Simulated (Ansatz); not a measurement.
## InP: Seebeck coefficient and carrier response

These are results of DFT PBE, scalar-relativistic, plane waves, PAW (Ansatz), not measurements. Settings: 420 eV plane-wave cutoff, Γ-centred 10×10×10 mesh, Gaussian smearing of 0.02 eV. No spin polarisation.

The cell, relaxed at this level:
```
CELL_PARAMETERS angstrom
0.00000 2.97964 2.97964
2.97964 0.00000 2.97964
2.97964 2.97964 0.00000
ATOMIC_POSITIONS crystal
In 0.00000 0.00000 0.00000
P 0.75000 0.75000 0.75000
```

Constant relaxation time and rigid bands. The levels are interpolated over the whole zone and filled by a Fermi function at the stated temperature, with the chemical potential set by the electron count. The Kohn–Sham gap on the mesh is 0.44 eV and isn't corrected.

Give the Seebeck coefficient (μV/K; xx, yy, zz) and the conductivity masses (m_e; principal values, sorted) at 600 K against doping (cm⁻³).

Results:

```
doping S              m*
n 1e18  -201 -201 -201   both carriers
n 1e19     -80 -80 -80  0.09 0.09 0.09
n 1e20     -37 -37 -37  0.20 0.20 0.20
n 1e21     -64 -64 -64  0.30 0.30 0.30
p 1e18     470 470 470   both carriers
p 1e19     439 439 439  0.53 0.53 0.53
p 1e20     247 247 247  0.53 0.53 0.53
p 1e21        90 90 90  0.57 0.57 0.57
```

Cost: 1 run of about 1.6 core-minutes, on Arm Neoverse V2 (shared hosts).